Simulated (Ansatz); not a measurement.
KF (Carobbiite) under changes of volume

One of the cells (19.074 Å³/atom); the others are scaled copies at fixed shape and fractional positions:

```
K F
1.0
     0.00000    2.67185    2.67185
     2.67185    0.00000    2.67185
     2.67185    2.67185    0.00000
K F
1 1
Direct
  0.00000 0.00000 0.00000
  0.50000 0.50000 0.50000
```

- Program: Ansatz 0.2.0
- Functional: PBE
- Potentials or basis: all-electron LAPW, scalar-relativistic
- Cutoff: 221 eV (chosen from the basis error)
- Basis error allowed: 0.0005 eV/atom
- k mesh: 9 × 9 × 9
- Occupations: fermi-dirac, width 0.05 eV
- Spin: no spin polarisation

```tsv
volume (Å³/atom)	energy over the lowest point (meV/atom)	pressure (GPa)	gap on the mesh (eV)
17.929	?	?	?
18.311	13.65	3.0	6.40
18.692	7.60	2.1	6.28
19.074	3.43	1.4	6.18
19.455	0.96	0.7	6.07
19.837	0.00	0.1	5.98
20.218	0.39	-0.4	5.88
```

Question: What does the run at 17.929 Å³/atom give?

Answer: Energy over the lowest point 21.83 meV/atom; pressure 3.9 GPa; gap on the mesh 6.51 eV.

Worked out: A Birch-Murnaghan fit of order 3 (a polynomial in V^(-2/3)) to the other rows has its minimum at 19.91 Å³/atom with B0 = V·E''(V) = 29 GPa and B' = 4.8. It gives 21.84 meV/atom at 17.929 Å³/atom, against the run's 21.83, and -dE/dV = 3.9 GPa, against 3.9. A straight line through the other rows of the gap, of slope -5.21 eV per unit of ln V (its deformation potential), extrapolates to 6.50 eV, against the run's 6.51.

Energies are extrapolated to zero smearing.

Caveats: an odd mesh through Γ misses points on the zone boundary, where band edges often lie.
